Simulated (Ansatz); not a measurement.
# In2Se2 sheet: levels of theory

The task, for In2Se2 sheet: compare levels of theory; the runs are relaxing the atoms and single point.

Method: DFT LDA, scalar-relativistic, plane waves, PAW, and further levels as typed in the inputs, in Ansatz 0.2.0.

### 1 Starting point

The structure is orthorhombic, space group Amm2 (No. 38). Conventional cell: a = 23.380 Å, b = 4.000 Å, c = 6.997 Å, α = 90.00°, β = 90.00°, γ = 90.00°. Around Se (site symmetry m) lie 3 In at 2.65 to 2.67 Å. In (site symmetry m) is surrounded by 3 Se at 2.65 to 2.67 Å and 1 In at 2.79 Å.

Structure file:

```
CELL_PARAMETERS angstrom
4.00000 0.00000 0.00000
-2.00000 3.49874 0.00000
0.00000 0.00000 23.38000
ATOMIC_POSITIONS crystal
Se 0.33333 0.66667 0.38494
In 0.00000 0.00000 0.44033
In 0.00000 0.00000 0.55967
Se 0.33333 0.66667 0.61506
```

### 2 Relaxing the atoms: In2Se2 sheet, no spin

Contents of input.yaml:

```yaml
crystal:
  lattice:
    - [4.0, 0.0, 0.0]
    - [-2.0, 3.4987426313, 0.0]
    - [0.0, 0.0, 23.38]
  atoms:
    - { symbol: Se, position: [0.3333333333, 0.6666666667, 0.3849443969] }
    - { symbol: In, position: [0.0, 0.0, 0.4403336185] }
    - { symbol: In, position: [0.0, 0.0, 0.5596663815] }
    - { symbol: Se, position: [0.3333333333, 0.6666666667, 0.6150556031] }
  periodic: [true, true, false]
scf:
  occupations: { method: gaussian, width: 0.02 }
  n_extra_bands: 6
output:
  forces: true
  stress: false
  write_density: true
  write_potential: true
  elf: true
  volumetric_format: npy
kpoints:
  mp_grid: { grid: [10, 10, 1] }
hamiltonian:
  xc: lda
relax:
  f_tol: 0.004
  max_steps: 100
```

Launch:

```sh
ansatz run input.yaml --threads 8 --pin off --max-ram 24576MiB --backend cpu --events-out ev --progress --plain --runs-dir out
```

The program printed:

```text
Warning: crystal.periodic: the lattice vector that does not repeat stood 0.000° off the slab's normal, 23.380 Å along it as the deck builds it. The run solves the slab on a vector along the normal, 34.560 Å long, with every atom where it was (on the deck's vector they left 18.00 Å outside them, and the widest stretch free of ions among them is 2.79 Å). A fractional position that the run reports is one of the run's cell, which starts as this one, and not of the deck's: it goes into a deck with that cell's vectors. The slab on that cell runs as it stands in a deck that lists each atom with its symbol and moment, types crystal.periodic and leaves out crystal.checkpoint, crystal.saddle_side, crystal.structure_sha256, crystal.space_group, crystal.setting, crystal.reduce_to_primitive, crystal.supercell, crystal.defects and each atom's wyckoff. Where those keys changed the vectors of the plane, lay the indices of each lattice_plane and lattice_line anew on these rows. Along the normal they count this vector already. An outside_sphere can name other atoms there (type this run's as sites). In the order of the run's atom list the slab is: crystal.lattice: [[4.0, 0.0, 0.0], [-2.0, 3.4987426313, 0.0], [0.0, -0.0, 34.560000001912]]; position: [0.3333333333, 0.6666666667, 0.26041666663842833]; position: [0.0, 0.0, 0.29788773148033676]; position: [0.0, 0.0, 0.3786168981118659]; position: [0.3333333333, 0.6666666667, 0.41608796295377426];
Warning: RAYON_NUM_THREADS=8 ignored (pool sized by the plan → 8); use --threads N
crystal.periodic: the lattice vector that does not repeat stood 0.000° off the slab's normal, 23.380 Å along it as the deck builds it. The run solves the slab on a vector along the normal, 34.560 Å long, with every atom where it was (on the deck's vector they left 18.00 Å outside them, and the widest stretch free of ions among them is 2.79 Å). A fractional position that the run reports is one of the run's cell, which starts as this one, and not of the deck's: it goes into a deck with that cell's vectors. The slab on that cell runs as it stands in a deck that lists each atom with its symbol and moment, types crystal.periodic and leaves out crystal.checkpoint, crystal.saddle_side, crystal.structure_sha256, crystal.space_group, crystal.setting, crystal.reduce_to_primitive, crystal.supercell, crystal.defects and each atom's wyckoff. Where those keys changed the vectors of the plane, lay the indices of each lattice_plane and lattice_line anew on these rows. Along the normal they count this vector already. An outside_sphere can name other atoms there (type this run's as sites). In the order of the run's atom list the slab is: crystal.lattice: [[4.0, 0.0, 0.0], [-2.0, 3.4987426313, 0.0], [0.0, -0.0, 34.560000001912]]; position: [0.3333333333, 0.6666666667, 0.26041666663842833]; position: [0.0, 0.0, 0.29788773148033676]; position: [0.0, 0.0, 0.3786168981118659]; position: [0.3333333333, 0.6666666667, 0.41608796295377426];
scf.n_extra_bands = 6 over 29 filled bands (N_el = 58.0): the run solves 35 bands
Engine: ansatz 0.2.0, aarch64-unknown-linux-gnu
Pseudopotentials: kind: paw
Pseudopotential: Se, paw, valence charge 16, recommended cutoff 420 eV (normal), Se.paw.azcp
Pseudopotential: In, paw, valence charge 13, recommended cutoff 420 eV (normal), In.paw.azcp
Functional definition: SPW92
  exchange = slater_x
  correlation = pw_c
Crystal: 4 atoms, lattice volume = 483.666 Å³
Basis set: ecut = 420 eV, 9523 PW (Γ)
Bands: 35, of which v1, the nominal top of the filled ones, is band 29 counted from 1 (28 counted from 0)
Symmetry: 4 space group operations
Space group: Amm2 (ITA 38), of the structure as read, at distance tolerance 7.8e-5 Å
k-points: 31 of 100 (time reversal used)
Non-local potential: Se, projectors of the file, l = 0: 2, l = 1: 2, l = 2: 3, l = 3: 1
Non-local potential: In, projectors of the file, l = 0: 2, l = 1: 2, l = 2: 2, l = 3: 2
PAW form: soft (Blöchl's): semilocal exchange-correlation on the pseudo side does not see the compensation charge
PAW frozen core: Se, regenerated for the run's functional, and the local potential with it (the file was generated under x = pbe(κ = 0.804, μ = 0.2195149727645171), c = pbe(β = 0.06672455060314922))
PAW frozen core: In, regenerated for the run's functional, and the local potential with it (the file was generated under x = pbe(κ = 0.804, μ = 0.2195149727645171), c = pbe(β = 0.06672455060314922))
PAW one-centre angular grid: Se, 590 points (default); XC on 64 Gauss nodes
PAW one-centre angular grid: In, 590 points (default); XC on 64 Gauss nodes
Initial density: superposition of atomic densities (neutral atoms: chi_scale 0, normalization atom), corrected by the library's trained network
Initial wavefunctions: pseudopotential atomic-orbital guess
Functional: x = slater, c = lda
SCF iter   1: F=—  HF=-21682.578039 eV  |F-HF|=—  |Δ(HF+E_count)|=         —  Δρ=3.50e-3  dr2=8.12e-2  ethr=1.77e-3  ⟨swp⟩=14.3  Hψ=6817  notcnv=0
preconditioner: auto → Resta (q_TF=auto, 1.916 Å⁻¹)  ε∞=1.6  [insulator: Δε(μ)=1.473 eV  Ē_g=13.682 eV  σ=0.020 eV  W_gap=1.00  n_scr=62 (ndim 8)  ℏωp=10.4 eV  f_vac=0.742  D(μ)=0.00/eV (n_scr^D=0)  ε∞_Penn≈1.6  vacuum switching on, ρ_ref=1.4e-2 e/Å³]
SCF iter   2: F=—  HF=-21682.566296 eV  |F-HF|=—  |Δ(HF+E_count)|=   1.17e-2  Δρ=1.63e-3  dr2=3.74e-2  ethr=1.40e-4  ⟨swp⟩=4.3  Hψ=2439  notcnv=0  defer=36
SCF iter   3: F=—  HF=-21682.560205 eV  |F-HF|=—  |Δ(HF+E_count)|=   6.09e-3  Δρ=8.48e-4  dr2=3.96e-3  ethr=6.44e-5  ⟨swp⟩=3.9  Hψ=1917  notcnv=0  defer=36
SCF iter   4: F=—  HF=-21682.559751 eV  |F-HF|=—  |Δ(HF+E_count)|=   4.54e-4  Δρ=3.25e-4  dr2=3.50e-4  ethr=6.83e-6  ⟨swp⟩=2.1  Hψ=1551  notcnv=0  defer=36
SCF iter   5: F=—  HF=-21682.559786 eV  |F-HF|=—  |Δ(HF+E_count)|=   3.51e-5  Δρ=4.37e-5  dr2=6.18e-6  ethr=6.04e-7  ⟨swp⟩=2.3  Hψ=1713  notcnv=0  defer=36
SCF iter   6: F=—  HF=-21682.559788 eV  |F-HF|=—  |Δ(HF+E_count)|=   2.25e-6  Δρ=1.07e-5  dr2=4.18e-7  ethr=1.07e-8  ⟨swp⟩=3.2  Hψ=2339  notcnv=0  defer=36
SCF iter   7: F=-21682.559788 eV  HF=-21682.559788 eV  |F-HF|=2.30e-8  |Δ(HF+E_count)|=   1.04e-7  Δρ=2.58e-6  dr2=2.94e-8  ethr=6.90e-10  ⟨swp⟩=13.1  Hψ=10921  notcnv=0
SCF 1 converged in 7 iterations: F = -21682.559788 eV  dr2 = 2.94e-8
  Residual-converged pass: ⟨swp⟩=1.0  Hψ=1209  notcnv=0  max |occ|·‖R‖ = 7.1e-9 eV (tolerance 1.0e-8 eV)  dr2=2.94e-8  dr2_onsite=2.81e-8  max |Δocc| = 0.0e0
relax step   1: F+E_penalty+E_count = -21682.55978844 eV  Δ(F+E_penalty+E_count) = +0.000e0 eV  max|allowed force component| = 3.877e-1 eV/Å  Δτ_max = 0.0000 Å  (7 SCF iters, dr2 threshold 4.00e-7 eV, accepted)
Initial density: handed on by an earlier stage of this run
Initial wavefunctions: those handed on with the density
iter 1 solved again at ethr=1.36e-4 eV; its pass at ethr=3.10e-3 eV (dr2=7.89e-2 eV) is discarded
SCF iter   1: F=—  HF=-21682.551023 eV  |F-HF|=—  |Δ(HF+E_count)|=         —  Δρ=3.50e-3  dr2=8.07e-2  ethr=1.36e-4  ⟨swp⟩=2.0  Hψ=4981  notcnv=0  defer=36
preconditioner: auto → Resta (q_TF=auto, 1.916 Å⁻¹)  ε∞=1.6  [insulator: Δε(μ)=1.230 eV  Ē_g=14.020 eV  σ=0.020 eV  W_gap=1.00  n_scr=62 (ndim 8)  ℏωp=10.4 eV  f_vac=0.752  D(μ)=0.00/eV (n_scr^D=0)  ε∞_Penn≈1.6  vacuum switching on, ρ_ref=1.4e-2 e/Å³]
SCF iter   2: F=—  HF=-21682.537762 eV  |F-HF|=—  |Δ(HF+E_count)|=   1.33e-2  Δρ=1.71e-3  dr2=2.77e-2  ethr=1.36e-4  ⟨swp⟩=4.0  Hψ=2140  notcnv=0  defer=36
SCF iter   3: F=—  HF=-21682.532973 eV  |F-HF|=—  |Δ(HF+E_count)|=   4.79e-3  Δρ=1.04e-3  dr2=4.61e-3  ethr=4.77e-5  ⟨swp⟩=4.1  Hψ=2106  notcnv=0  defer=36
SCF iter   4: F=—  HF=-21682.532374 eV  |F-HF|=—  |Δ(HF+E_count)|=   5.99e-4  Δρ=3.74e-4  dr2=4.55e-4  ethr=7.95e-6  ⟨swp⟩=2.8  Hψ=1877  notcnv=0  defer=36
SCF iter   5: F=—  HF=-21682.532353 eV  |F-HF|=—  |Δ(HF+E_count)|=   2.09e-5  Δρ=7.94e-5  dr2=1.94e-5  ethr=7.85e-7  ⟨swp⟩=3.3  Hψ=2295  notcnv=0  defer=36
SCF iter   6: F=-21682.532357 eV  HF=-21682.532358 eV  |F-HF|=6.82e-7  |Δ(HF+E_count)|=   4.81e-6  Δρ=1.39e-5  dr2=8.24e-7  ethr=1.62e-8  ⟨swp⟩=15.3  Hψ=12042  notcnv=0
SCF 2 converged in 6 iterations: F = -21682.532357 eV  dr2 = 8.24e-7
relax step   2: F+E_penalty+E_count = -21682.53235723 eV  Δ(F+E_penalty+E_count) = +2.743e-2 eV  max|allowed force component| = 4.775e-1 eV/Å  Δτ_max = 0.1945 Å  (6 SCF iters, dr2 threshold 9.39e-6 eV, rejected (line search))
SCF iter   1: F=—  HF=-21682.594384 eV  |F-HF|=—  |Δ(HF+E_count)|=         —  Δρ=1.94e-3  dr2=2.47e-2  ethr=3.88e-4  ⟨swp⟩=5.0  Hψ=3145  notcnv=0  defer=36
preconditioner: auto → Resta (q_TF=auto, 1.916 Å⁻¹)  ε∞=1.6  [insulator: Δε(μ)=1.328 eV  Ē_g=13.860 eV  σ=0.020 eV  W_gap=1.00  n_scr=62 (ndim 8)  ℏωp=10.4 eV  f_vac=0.745  D(μ)=0.00/eV (n_scr^D=0)  ε∞_Penn≈1.6  vacuum switching on, ρ_ref=1.4e-2 e/Å³]
SCF iter   2: F=—  HF=-21682.591201 eV  |F-HF|=—  |Δ(HF+E_count)|=   3.18e-3  Δρ=9.73e-4  dr2=1.26e-2  ethr=4.26e-5  ⟨swp⟩=4.0  Hψ=2416  notcnv=0  defer=36
SCF iter   3: F=—  HF=-21682.589014 eV  |F-HF|=—  |Δ(HF+E_count)|=   2.19e-3  Δρ=6.16e-4  dr2=1.30e-3  ethr=2.18e-5  ⟨swp⟩=3.2  Hψ=1921  notcnv=0  defer=36
SCF iter   4: F=—  HF=-21682.588806 eV  |F-HF|=—  |Δ(HF+E_count)|=   2.08e-4  Δρ=1.69e-4  dr2=8.75e-5  ethr=2.25e-6  ⟨swp⟩=3.0  Hψ=2162  notcnv=0  defer=36
SCF iter   5: F=—  HF=-21682.588850 eV  |F-HF|=—  |Δ(HF+E_count)|=   4.40e-5  Δρ=3.22e-5  dr2=3.81e-6  ethr=1.51e-7  ⟨swp⟩=2.5  Hψ=2013  notcnv=0  defer=36
SCF iter   6: F=—  HF=-21682.588851 eV  |F-HF|=—  |Δ(HF+E_count)|=   5.64e-7  Δρ=4.40e-6  dr2=1.11e-7  ethr=6.56e-9  ⟨swp⟩=2.9  Hψ=1789  notcnv=0  defer=36
SCF iter   7: F=-21682.588851 eV  HF=-21682.588851 eV  |F-HF|=2.92e-9  |Δ(HF+E_count)|=   1.15e-8  Δρ=1.40e-6  dr2=9.49e-9  ethr=1.72e-10  ⟨swp⟩=12.7  Hψ=8771  notcnv=0
SCF 3 converged in 7 iterations: F = -21682.588851 eV  dr2 = 9.49e-9
relax step   3: F+E_penalty+E_count = -21682.58885078 eV  Δ(F+E_penalty+E_count) = -2.906e-2 eV  max|allowed force component| = 3.402e-2 eV/Å  Δτ_max = 0.0925 Å  (7 SCF iters, accepted)
SCF iter   1: F=—  HF=-21682.589355 eV  |F-HF|=—  |Δ(HF+E_count)|=         —  Δρ=2.01e-4  dr2=1.91e-4  ethr=4.36e-6  ⟨swp⟩=3.8  Hψ=2712  notcnv=0  defer=36
preconditioner: auto → Resta (q_TF=auto, 1.916 Å⁻¹)  ε∞=1.6  [insulator: Δε(μ)=1.353 eV  Ē_g=13.850 eV  σ=0.020 eV  W_gap=1.00  n_scr=62 (ndim 8)  ℏωp=10.4 eV  f_vac=0.745  D(μ)=0.00/eV (n_scr^D=0)  ε∞_Penn≈1.6  vacuum switching on, ρ_ref=1.4e-2 e/Å³]
SCF iter   2: F=—  HF=-21682.589324 eV  |F-HF|=—  |Δ(HF+E_count)|=   3.10e-5  Δρ=9.30e-5  dr2=7.60e-5  ethr=3.29e-7  ⟨swp⟩=3.0  Hψ=2077  notcnv=0  defer=36
SCF iter   3: F=—  HF=-21682.589311 eV  |F-HF|=—  |Δ(HF+E_count)|=   1.27e-5  Δρ=6.08e-5  dr2=1.54e-5  ethr=1.31e-7  ⟨swp⟩=2.6  Hψ=1644  notcnv=0  defer=36
SCF iter   4: F=—  HF=-21682.589346 eV  |F-HF|=—  |Δ(HF+E_count)|=   3.50e-5  Δρ=2.55e-5  dr2=2.13e-6  ethr=2.65e-8  ⟨swp⟩=2.7  Hψ=1681  notcnv=0  defer=36
SCF iter   5: F=—  HF=-21682.589346 eV  |F-HF|=—  |Δ(HF+E_count)|=   1.44e-8  Δρ=5.68e-6  dr2=9.94e-8  ethr=3.67e-9  ⟨swp⟩=2.9  Hψ=2048  notcnv=0  defer=36
SCF iter   6: F=-21682.589346 eV  HF=-21682.589346 eV  |F-HF|=1.36e-8  |Δ(HF+E_count)|=   3.79e-8  Δρ=1.40e-6  dr2=9.19e-9  ethr=1.25e-10  ⟨swp⟩=12.3  Hψ=8751  notcnv=0
SCF 4 converged in 6 iterations: F = -21682.589346 eV  dr2 = 9.19e-9
relax step   4: F+E_penalty+E_count = -21682.58934592 eV  Δ(F+E_penalty+E_count) = -4.951e-4 eV  max|allowed force component| = 2.263e-3 eV/Å  Δτ_max = 0.0096 Å  (6 SCF iters, accepted)
NSCF: frozen V_eff on 31 k-points
the band table was solved once a step of the walk had ended and its energy, with any forces and stress, was formed, with the checks that follow a solve (7324 applications of the Hamiltonian). They found nothing against the state; the energy, forces and stress were not computed again (output.eigenvalues in the input reference)
WARN: The output density's exchange-correlation potential varies sharply where the density is thin. Do not read a vacuum level from v_tot or v_xc, or from such a field of the output density. On a cell that repeats whose density bears no net charge and no dipole along the vacuum's axis use v_es (v_loc + v_h of the components); under efield.dipole_correction with no amplitude use v_es + v_field, which holds any external_charges[].barrier, or the levels of the report's work_function block, which leave it out; under a non-zero efield.amplitude the vacuum is tilted and has no level; on a cell that repeats and bears such a dipole with no correction it is tilted too, and efield.dipole_correction with no amplitude gives each side of its ramp a level where efield: is served; in a cell that repeats whose density bears a net charge (total_charge, or a fill off its count) it is curved and has none; of a slab under crystal.periodic whose density bears no net charge use v_es, which has a level on each side, short of where the two are joined; of another it falls or rises all the way out and has none; of a slab beside external_charges read slab_vacuum_level instead, which it has where they leave it neutral. The grid or the basis barely resolves most such structure, and the values can differ between equally converged runs; as a rule a tighter scf.convergence.dr2_threshold does not remove it. Where the density itself ripples (under the LDA too) a higher basis.ecutwfc lessens it. The files hold the spikes' plane waves up to the density's cutoff. Files: v_tot_of_output_density and the like, and their columns of v_z.tsv (output.write_potential); v_xc_of_output_density and the like, and their columns of v_comp_z.tsv (output.write_potential_components). Measured: with its Gaussian average of σ = 0.25 Å subtracted twice, the exchange-correlation potential is over 0.1 eV at 14 of the grid points where the equally averaged density (valence and model cores) is under 1e-3 e/Å³, and 0.212 eV at the most among them, at an averaged density of 1.7e-5 e/Å³. The input density's (outcome.potential() and, of a run that writes arrays, v_tot and v_xc) is over 0.1 eV, so measured, at 14 points of its own thin density, 0.214 eV at the most. See output.write_potential in the manual, Limitations
SCF converged after 6 iterations
Free energy (F): -21682.589346 eV
Harris-Foulkes:  -21682.589346 eV  (|F-HF|=1.36e-8)
Internal energy: -21682.589346 eV  (E = F + TS)
E sigma→0 (E₀):  -21682.589346 eV
Fermi energy:    -5.409325 eV
--- Per-component energies (eV) ---
  E_band       = -1652.203981
  E_kinetic    = 725.698261
  E_local      = -140968.473880  (includes V_loc(G=0)·N_el)
  E_nonlocal   = -437.917189
  E_hartree    = 69803.461575
  E_xc         = -633.422176
  E_vxc        = -398.126243  (∫ρ·V_xc dr)
  E_paw        = -11685.169767  (= ΣΔE_a)
  E_vpaw       = -180.311977  (= ΣTr[D̂ρ^β])
  E_aug_tail   = -0.001169  (compensation charges beyond the density's cutoff)
  E_ewald      = 61508.231201
  E_core_change = 5.003797  (= ΣΔE_core)
  E_smearing   = -0.000000  (= −TS)
  E_closure    = 0.000000  (closes the sum)
  Σ components = -21682.589346   (vs F -21682.589346, Δ=0.00e0)
--- Forces (eV/Å), atoms counted from 1 ---
  atom   1  Se    -0.00000000    -0.00066477    -0.00063402
  atom   2  In     0.00000000     0.00066095    -0.00226343
  atom   3  In     0.00000000     0.00066095     0.00226343
  atom   4  Se    -0.00000000    -0.00066477     0.00063402
  max |Σ_I F_I| component: 7.64e-6 eV/Å
--- Band table (eV; the first three rows and the last of 31) ---
  k-point 0: bands = ["-53.0696", "-53.0696", "-53.0695", "-53.0695", "-53.0310", "-53.0310", "-53.0287", "-53.0287", "-53.0154", "-53.0154", "-20.2178", "-19.9929", "-19.9910", "-19.8897", "-19.8866", "-19.8835", "-19.8823", "-19.7006", "-19.6840", "-19.6829", "-18.8877", "-18.6943", "-11.6251", "-9.1711", "-6.7728", "-6.7122", "-6.6809", "-6.6239", "-6.1834", "-4.7324", "-3.5601", "-1.2944 (-1.2944°)", "-1.2345 (-1.2345°)", "-0.4342", "-0.4073"]
  k-point 1: bands = ["-53.0696", "-53.0696", "-53.0695", "-53.0695", "-53.0310", "-53.0310", "-53.0287", "-53.0287", "-53.0154", "-53.0154", "-20.2181", "-20.0331", "-19.9899", "-19.9453", "-19.8866", "-19.8794", "-19.8766", "-19.7225", "-19.6848", "-19.6343", "-18.7771", "-18.5965", "-11.5800", "-9.2232", "-7.3650", "-7.2325", "-6.8391", "-6.7344", "-6.1085", "-4.1783", "-3.0280", "-1.8067 (-1.8067°)", "-1.1151 (-1.1151°)", "-0.5461", "-0.2821"]
  k-point 2: bands = ["-53.0695", "-53.0695", "-53.0695", "-53.0695", "-53.0310", "-53.0310", "-53.0287", "-53.0287", "-53.0153", "-53.0153", "-20.2284", "-20.1071", "-20.0490", "-19.9885", "-19.8944", "-19.8608", "-19.8604", "-19.7351", "-19.6870", "-19.5819", "-18.4962", "-18.3402", "-11.5010", "-9.5613", "-8.2969", "-7.8516", "-7.1399", "-6.9999", "-6.1208", "-3.5208", "-3.0267", "-1.6841", "-1.1076 (-1.1076°)", "-0.9010", "-0.0431"]
  k-point 30: bands = ["-53.0696", "-53.0696", "-53.0692", "-53.0692", "-53.0310", "-53.0310", "-53.0288", "-53.0288", "-53.0152", "-53.0152", "-20.3258", "-20.2169", "-20.1476", "-20.0054", "-19.8992", "-19.8294", "-19.8250", "-19.7389", "-19.7005", "-19.5114", "-17.6803", "-17.5856", "-11.7628", "-10.8721", "-8.9278", "-8.5246", "-8.3893", "-7.5787", "-6.8500", "-3.3111", "-3.0741", "-2.0178", "-1.0034", "-0.6653", "0.2042"]
  ° read free of the cell's end (the report's vacuum.weakly_bound_levels)
--- Relaxed structure (4 steps of the walk, 3 accepted, 0 SCFs on fresh bases) ---
  F+E_penalty+E_count = -21682.58934592 eV   max|allowed force component| = 2.263e-3 eV/Å
  cell:  # Å, volume = 483.6662 Å³
    - [4.0, 0.0, 0.0]
    - [-2.0, 3.4987426313, 0.0]
    - [0.0, -0.0, 34.560000001912]
  atoms:
    - { symbol: Se, position: [0.33275491715902317, 0.6655098343180463, 0.26281110190790075] }
    - { symbol: In, position: [0.0005784161909768566, 0.0011568323819536855, 0.29859574844906256] }
    - { symbol: In, position: [0.0005784161909768566, 0.0011568323819536855, 0.37790888114314014] }
    - { symbol: Se, position: [0.33275491715902317, 0.6655098343180463, 0.41369352768430184] }
```

Run time: 23 s. Hardware: 8 threads of Arm Neoverse V2, shared host; peak memory 1.3 GiB.

The steps of the relaxation:

```
step  energy from step 1 (eV/cell)  largest force component (eV/Å)
   1                        0.0000                          0.3877
   2                        0.0274                          0.4775
   3                       -0.0291                          0.0340
   4                       -0.0296                          0.0023
```

Step 1 is the start. Step 2 was tried and not accepted.

Axes a, b and c in the maps are those of this run's conventional cell (a, b, c = 34.560, 4.000, 6.997 Å).

Density in a lattice plane of the grid's cell (edges 34.56 and 7.00 Å, at 0.000 of the third edge), which holds Se and In.

Ten even steps from ' ' (0.00 e/Å³) to '@' (36.09 e/Å³):
```
                                                
                                                
                                                
            ::      @@                          
                                                
              ::  --                            
```
Columns run along the first of these edges and rows up along the second, over one cell in 24 and 6 even steps from the bottom left corner. Atoms in the plane (fractional): Se at (0.26, 0.33), In at (0.30, 0.00), In at (0.38, 0.00), Se at (0.41, 0.33).

ELF in the same plane.

Ten even steps from ' ' (0.00) to '@' (0.79):
```
              ::++::..                          
                                                
          ::%%++  --%%==                        
          ####%%  ##..@@                        
          ::@@--==::@@==                        
            ..  ++  ::                          
```
Columns run along the first of these edges and rows up along the second, over one cell in 24 and 6 even steps from the bottom left corner. Atoms in the plane (fractional): Se at (0.26, 0.33), In at (0.30, 0.00), In at (0.38, 0.00), Se at (0.41, 0.33).

Both are smooth fields of the valence electrons: close to the nuclei they are not physical.

Maxima of ELF outside the ion cores: 0.88 beside Se, off the lines to its neighbours, 0.8 Å from Se; 0.80 on the Se–In line, 0.8 Å from Se; 0.55 between the atoms, 1.5 Å from In.

(Part 1 of 2 ends here.)
